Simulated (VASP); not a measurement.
# TiSi2 (P6/mmm) in VASP: reference runs

How does TiSi2 come out in PBE? The cell is run as given and disturbed.

All numbers are computed with VASP 6.6.1; they aren't measurements. Logs are shortened: lines on timing, memory, paths and dates and some standing lists are left out, and cuts for length are marked.

## (1) The structure

The structure is hexagonal, space group P6/mmm (No. 191). The conventional cell has a = 4.375 Å, b = 4.375 Å, c = 2.561 Å, α = 90.00°, β = 90.00°, γ = 120.00°. Around Ti (site symmetry 6/mmm) lie 2 Ti at 2.56 Å and 12 Si at 2.83 Å. Around Si (site symmetry -6m2) lie 5 Si at 2.53 to 2.56 Å and 6 Ti at 2.83 Å.

The cell was built by a generator and needn't be a form met in nature.

## (2) Single point, PBE

INCAR

```
SYSTEM = TiSi2
ALGO = Normal ; EDIFF = 1E-7
ENCUT = 520 ; GGA = PE
ISIF = 2 ; ISMEAR = -1
LASPH = .True. ; LCHARG = .True.
LELF = .True. ; LREAL = .False.
LVHAR = .True. ; LWAVE = .False.
NBANDS = 17 ; NELM = 60
PREC = Accurate ; SIGMA = 0.05
```

KPOINTS

```
k-points
0
Gamma
  7 7 10
  0 0 0
```

POSCAR

```
TiSi2
1.0
    4.3746400000      0.0000000000      0.0000000000
   -2.1873200000      3.7885500000      0.0000000000
    0.0000000000      0.0000000000      2.5610100000
Ti Si
1 2
Direct
    0.0000000000      0.0000000000      0.0000000000
    0.3333300000      0.6666700000      0.5000000000
    0.6666700000      0.3333300000      0.5000000000
```

Potentials or basis: VASP PAW PBE potentials, release 64 (Ti_sv, Si).

Launch:

```sh
cat potpaw_PBE.64/Ti_sv/POTCAR potpaw_PBE.64/Si/POTCAR > POTCAR
mpirun -np 1 vasp_std > vasp.out
```

OUTCAR:

```text
SYSTEM = TiSi2
   EDIFF = 1E-7
   ENCUT = 520
   GGA = PE
   ISIF = 2
   ISMEAR = -1
   LASPH = .True.
   LREAL = .False.
   NELM = 60
   PREC = Accurate

 ion  position               nearest neighbor table
   1  0.000  0.000  0.000-   2 2.83   3 2.83   2 2.83   3 2.83   3 2.83   3 2.83   2 2.83   2 2.83
                             3 2.83   3 2.83   2 2.83   2 2.83
   2  0.333  0.667  0.500-   3 2.53   3 2.53   3 2.53   1 2.83   1 2.83   1 2.83   1 2.83   1 2.83
                             1 2.83
   3  0.667  0.333  0.500-   2 2.53   2 2.53   2 2.53   1 2.83   1 2.83   1 2.83   1 2.83   1 2.83
                             1 2.83

  LATTYP: Found a hexagonal cell.
 ALAT       =     4.3746400000
 C/A-ratio  =     0.5854218861

  Lattice vectors:

 A1 = (   4.3746400000,   0.0000000000,   0.0000000000)
 A2 = (  -2.1873200000,   3.7885500000,   0.0000000000)
 A3 = (   0.0000000000,   0.0000000000,   2.5610100000)

Analysis of symmetry for initial positions (statically):
=====================================================================
 Subroutine PRICEL returns:
 Original cell was already a primitive cell.

 Routine SETGRP: Setting up the symmetry group for a
 hexagonal supercell.

 Subroutine GETGRP returns: Found  8 space group operations
 (whereof  8 operations were pure point group operations)
 out of a pool of 24 trial point group operations.

The static configuration has the point symmetry D_2h.

Analysis of symmetry for dynamics (positions and initial velocities):
=====================================================================
 Subroutine PRICEL returns:
 Original cell was already a primitive cell.

 Routine SETGRP: Setting up the symmetry group for a
 hexagonal supercell.

 Subroutine GETGRP returns: Found  8 space group operations
 (whereof  8 operations were pure point group operations)
 out of a pool of 24 trial point group operations.

The dynamic configuration has the point symmetry D_2h.

 Subroutine INISYM returns: Found  8 space group operations
 (whereof  8 operations are pure point group operations),
 and found     1 'primitive' translations

----------------------------------------------------------------------------------------

                                     Primitive cell

[... 90 lines left out ...]
   ENCUT  =  520.0 eV  38.22 Ry    6.18 a.u.   8.13  8.13  4.76*2*pi/ulx,y,z
   NELM   =     60;   NELMIN=  2; NELMDL= -5     # of ELM steps
   EDIFF  = 0.1E-06   stopping-criterion for ELM
   LREAL  =      F    real-space projection
   EDIFFG = 0.1E-05   stopping-criterion for IOM
   NSW    =      0    number of steps for IOM
   IBRION =     -1    ionic relax: 0-MD 1-quasi-New 2-CG
   NFREE  =      0    steps in history (QN), initial steepest desc. (CG)
   ISIF   =      2    stress and relaxation
   ISYM   =      2    0-nonsym 1-usesym 2-fastsym
   POTIM  = 0.5000    time-step for ionic-motion
   TEBEG  =    0.0;   TEEND  =   0.0 temperature during run
   PSTRESS=    0.0 pullay stress
   NELECT =      20.0000    total number of electrons
   NUPDOWN=      -1.0000    fix difference up-down
   EMIN   =  10.00;   EMAX   =-10.00  energy-range for DOS
   EFERMI =   0.00;   METHOD = LEGACY
   ISMEAR =    -1;   SIGMA  =   0.05  broadening in eV -4-tet -1-fermi 0-gaus
   EFERMI_NEDOS =   21; number of points for ismear=-14 and -15
   IALGO  =     38    algorithm
   IMIX   =      4    mixing-type and parameters
     AMIX     =   0.40;   BMIX     =  1.00
     AMIX_MAG =   1.60;   BMIX_MAG =  1.00
  volume/ion in A,a.u.               =      14.15        95.48
  Fermi-wavevector in a.u.,A,eV,Ry     =   1.273921  2.407362 22.080564  1.622876
  Thomas-Fermi vector in A             =   2.406718
   LORBIT       =      0    0 simple, 1 ext, 2 COOP (PROOUT), +10 PAW based schemes
   GGA     = PE    functional components
   LHFCALC =     F    Hartree Fock is set to
   AEXX    =    0.0000 exact exchange contribution
   IVDW    =     0    specifies the selected vdW correction
   LEPSILON=     F    determine dielectric tensor
   LRPA    =     F    only Hartree local field effects (RPA)
 non-spin polarized calculation
  energy-cutoff  :      520.00
  volume of cell :       42.45
 maximum number of plane-waves:      1158
 NGX is ok and might be reduce to    36
   NGX = 17   NGY = 17   NGZ =  9

 number of electron      20.0000000 magnetization

 Free energy of the ion-electron system (eV)
  ---------------------------------------------------
  ext. energy  EPLUGINS =         0.00000000
  ---------------------------------------------------
  free energy    TOTEN  =       -19.41903099 eV

  energy without entropy =      -19.40249725  energy(sigma->0) =      -19.41076412

 E-fermi :  10.5772     XC(G=0): -11.6725

 val. band max:       10.5770171820   @ k =  -0.1429   0.2857   0.2000
 cond. band min:      10.6237481438   @ k =  -0.2857   0.2857   0.1000
 fundamental gap:      0.0467309618
 Fermi energy:        10.5771950505

 k-point     1 :       0.0000    0.0000    0.0000
  band No.  band energies     occupation
      1     -46.1534      2.00000
      2     -22.4682      2.00000
      3     -22.4682      2.00000
      4     -21.8312      2.00000
      5      -2.6165      2.00000
      6       5.3408      2.00000
[... 457 lines left out ...]
      4     -21.9374      2.00000
      5      -1.8036      2.00000
      6       2.6428      2.00000
[... 9 lines left out ...]
     16      15.7407      0.00000
     17      18.6976      0.00000

 [... further k-points ...]

------------------------ aborting loop because EDIFF is reached ----------------------------------------

  FORCE on cell =-STRESS in cart. coord.  units (eV):
  Direction    XX          YY          ZZ          XY          YZ          ZX
  --------------------------------------------------------------------------------------
  -------------------------------------------------------------------------------------
  Total        0.0087970      0.0089913     -0.2148074      0.0001683      0.0000000      0.0000000
  in kB        0.3320605      0.3393969     -8.1083637      0.0063534      0.0000000      0.0000000
  external PRESSURE =      -2.4789688 kB  Pullay stress =       0.0000000 kB

 VOLUME and BASIS-vectors are now :
 -----------------------------------------------------------------------------
  energy-cutoff  :      520.00
  volume of cell :       42.45
      direct lattice vectors                 reciprocal lattice vectors
     4.374640000  0.000000000  0.000000000     0.228590238  0.131976614  0.000000000
    -2.187320000  3.788550000  0.000000000     0.000000000  0.263953227  0.000000000
     0.000000000  0.000000000  2.561010000     0.000000000  0.000000000  0.390470947

 POSITION                                       TOTAL-FORCE (eV/Angst)
 -----------------------------------------------------------------------------------
      0.00000      0.00000      0.00000         0.000000      0.000000      0.000000
     -0.00002      2.52571      1.28051         0.000256     -0.000148      0.000000
      2.18734      1.26284      1.28051        -0.000256      0.000148      0.000000
 -----------------------------------------------------------------------------------
    total drift:                               -0.000000     -0.000000     -0.000000

  FREE ENERGIE OF THE ION-ELECTRON SYSTEM (eV)
  ---------------------------------------------------
  free  energy   TOTEN  =       -19.4190309892 eV

  energy  without entropy=      -19.4024972534  energy(sigma->0) =      -19.41076412
```

OSZICAR:

```text
N       E                     dE             d eps       ncg     rms          rms(c)
DAV:   1     0.131743560315E+03    0.13174E+03   -0.95503E+03  3272   0.121E+03
DAV:   2    -0.122128672808E+02   -0.14396E+03   -0.14020E+03  3354   0.316E+02
DAV:   3    -0.208538483656E+02   -0.86410E+01   -0.84602E+01  4861   0.716E+01
DAV:   4    -0.211025693247E+02   -0.24872E+00   -0.24737E+00  3967   0.109E+01
DAV:   5    -0.211101842458E+02   -0.76149E-02   -0.76121E-02  4851   0.183E+00    0.118E+01
DAV:   6    -0.203547289343E+02    0.75546E+00   -0.23115E+01  4204   0.342E+01    0.687E+00
DAV:   7    -0.194645833252E+02    0.89015E+00   -0.61488E+00  4156   0.189E+01    0.386E+00
DAV:   8    -0.194414477351E+02    0.23136E-01   -0.64792E-01  3850   0.694E+00    0.159E+00
DAV:   9    -0.194186636882E+02    0.22784E-01   -0.14377E-01  3866   0.349E+00    0.347E-01
DAV:  10    -0.194190300825E+02   -0.36639E-03   -0.44450E-03  4143   0.489E-01    0.136E-01
DAV:  11    -0.194190172115E+02    0.12871E-04   -0.50989E-04  4207   0.153E-01    0.639E-02
DAV:  12    -0.194190308897E+02   -0.13678E-04   -0.43162E-05  3834   0.576E-02    0.148E-02
DAV:  13    -0.194190309170E+02   -0.27307E-07   -0.35413E-06  4297   0.110E-02    0.449E-03
DAV:  14    -0.194190309892E+02   -0.72231E-07   -0.23562E-07  3602   0.440E-03
   1 F= -.19419031E+02 E0= -.19410764E+02  d E =-.165337E-01
```

stdout:

```text
POSCAR found type information on POSCAR TiSi
 POSCAR found :  2 types and       3 ions
 scaLAPACK will be used
 LDA part: xc-table for (Slater+PW92), standard interpolation
 POSCAR, INCAR and KPOINTS ok, starting setup
 FFT: planning ... GRIDC
 FFT: planning ... GRID_SOFT
 FFT: planning ... GRID
 WAVECAR not read
 entering main loop
```

Run time: 49 s. Hardware: 1 thread of Intel Xeon Platinum 8488C (Sapphire Rapids), shared host; peak memory 0.21 GiB.

What came out:

```yaml
Free_energy: -19.4190 eV
Pressure: -0.2 GPa
Band_gap_on_the_k_mesh: none (metal or under the smearing width)
```

Stress tensor (GPa, compression positive):
```
 0.03  0.00  0.00
 0.00  0.03  0.00
 0.00  0.00 -0.81
```

Levels at points of the mesh, in eV from the Fermi level:
| k point | band 8 | band 9 | band 10 | band 11 | band 12 | band 13 |
| --- | --- | --- | --- | --- | --- | --- |
| (0.00, 0.00, 0.00) | -5.10 | -1.66 | -0.98 | -0.98 | 2.86 | 2.86 |
| (0.00, 0.00, 0.50) | -2.29 | -0.86 | -0.85 | -0.84 | -0.29 | -0.29 |

## (3) Single point, PBE (atoms moved at random, drawn with an rms of 0.05 Å)

INCAR

```
SYSTEM = TiSi2
ALGO     = Normal         ! electronic algorithm
EDIFF    = 1E-7           ! SCF threshold, eV
ENCUT    = 520            ! plane-wave cutoff, eV
GGA      = PE             ! functional
ISIF     = 2              ! what is computed and relaxed
ISMEAR   = -1             ! smearing method
LASPH    = .TRUE.         ! aspherical terms in the spheres
LCHARG   = .FALSE.        ! write CHGCAR
LREAL    = .FALSE.        ! projectors in reciprocal space
LWAVE    = .FALSE.        ! write WAVECAR
NBANDS   = 17             ! bands
NELM     = 80             ! most SCF steps
PREC     = Accurate       ! precision mode
SIGMA    = 0.05           ! smearing width, eV
```

KPOINTS

```
k-points
0
G
  7 7 10
  0 0 0
```

POSCAR

```
TiSi2
1.0
    4.3746400000      0.0000000000      0.0000000000
   -2.1873200000      3.7885500000      0.0000000000
    0.0000000000      0.0000000000      2.5610100000
Ti Si
1 2
Direct
   -0.0001870000     -0.0028890000      0.0167320000
    0.3359510000      0.6782800000      0.4893240000
    0.6643630000      0.3316790000      0.4994970000
```

Potentials or basis: VASP PAW PBE potentials, release 64 (Ti_sv, Si).

Launch:

```sh
cat potpaw_PBE.64/Ti_sv/POTCAR potpaw_PBE.64/Si/POTCAR > POTCAR
mpirun -np 1 vasp_std > vasp.out
```

Wall time 1.9 min (1 thread of Intel Xeon Platinum 8488C (Sapphire Rapids), shared host); peak memory 0.29 GiB.

The run converged. Its results:

- Free energy: -19.4052 eV
- Pressure: 0.1 GPa
- Largest force: 0.379 eV/Å
- Band gap on the k mesh: none (metal or under the smearing width)

Forces on the atoms (eV/Å):
```
Ti  -0.064  0.088 -0.125
Si   0.076 -0.354  0.113
Si  -0.012  0.265  0.012
```

Stress tensor (GPa, compression positive):
```
-0.41  0.03  0.09
 0.03  1.29 -0.17
 0.09 -0.17 -0.66
```

Levels at points of the mesh, in eV from the Fermi level:
| k point | band 7 | band 8 | band 9 | band 10 | band 11 | band 12 | band 13 | band 14 |
| --- | --- | --- | --- | --- | --- | --- | --- | --- |
| (0.00, 0.00, 0.00) | -5.15 | -5.08 | -1.66 | -1.13 | -0.83 | 2.85 | 2.87 | 3.32 |
| (0.00, 0.00, 0.50) | -2.39 | -2.22 | -1.05 | -0.86 | -0.75 | -0.26 | -0.19 | 1.35 |
